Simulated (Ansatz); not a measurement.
**Field gradients of V2O5 from run to run**

Cell of run 1: an entry of the Crystallography Open Database (COD).

Space group Pmmn:1 (No. 59); a = 3.5450, b = 11.4980, c = 4.3450 Å.

| site | Wyckoff | site symmetry | x | y | z |
| --- | --- | --- | --- | --- | --- |
| V | 4e | m.. | 0.0000 | 0.1484 | 0.8917 |
| O5 | 4e | m.. | 0.0000 | 0.3145 | 0.0090 |
| O9 | 2a | mm2 | 0.0000 | 0.0000 | 0.9830 |
| O11 | 4e | m.. | 0.0000 | 0.1481 | 0.5396 |

One atom of each set is listed.

Relaxed positions (PBE, cell held):

V (0.0000, 0.1485, 0.8845)
O5 (0.0000, 0.3191, 0.0053)
O9 (0.0000, 0.0000, 0.9958)
O11 (0.0000, 0.1450, 0.5198)

All runs are DFT with Ansatz 0.2.0 (plane waves and PAW, scalar-relativistic unless spin–orbit coupling is named, Γ-centred meshes, Fermi–Dirac smearing where given) in this cell.

Run 1: PBE, gradients read without the response of the cores, atoms as given; 420 eV, 6×2×5 k-points, smearing 0.02 eV.
Run 2: PBE, gradients read without the response of the cores, atoms relaxed; 420 eV, 6×2×5 k-points, smearing 0.02 eV.
Run 3: r2SCAN, gradients read without the response of the cores, at the relaxed atoms; 500 eV, 6×2×5 k-points, smearing 0.02 eV.

```tsv
run	V V_zz (η)	O5 V_zz (η)	O9 V_zz (η)	O11 V_zz (η)
1	-1.57 (0.83)	-5.34 (0.73)	-6.61 (0.18)	1.44 (0.93)
2	?	?	?	?
3	0.68 (0.20)	-5.28 (0.75)	-6.29 (0.12)	-0.78 (0.90)
```

V_zz in 10²¹ V/m².

(1) Estimate the row of run 2.

Answers

(1) V: 0.70 (0.89); O5: -5.11 (0.71); O9: -6.10 (0.03); O11: -1.14 (0.66). It lies nearest to run 3, from whose tensors on these sites it differs by 0.45 at most (largest principal value of the difference, on O11). Taken one at a time, the positions of the atoms (as given or relaxed) move the tensors on these sites by up to 2.04 (largest principal value of the change, on V), the functional (r2SCAN with its higher cutoff) by 0.45 (O11). On some sites the largest principal value moves to another axis from run to run, and the sign of V_zz can flip with it. On V and O9 V_xx and V_yy change places between runs (or their axes turn by over 50°), so η hides a larger change.

The database entry as given showed forces above 3 eV/Å or a pressure above 30 GPa, though relaxing it moves no atom far. In runs 1, 3 the atoms aren't at the calculated equilibrium (largest force 3.2, 0.61 eV/Å). The cell isn't the equilibrium one in run 1 (calculated pressure 13 GPa, with larger principal stresses), and the entry's cell may itself be off.
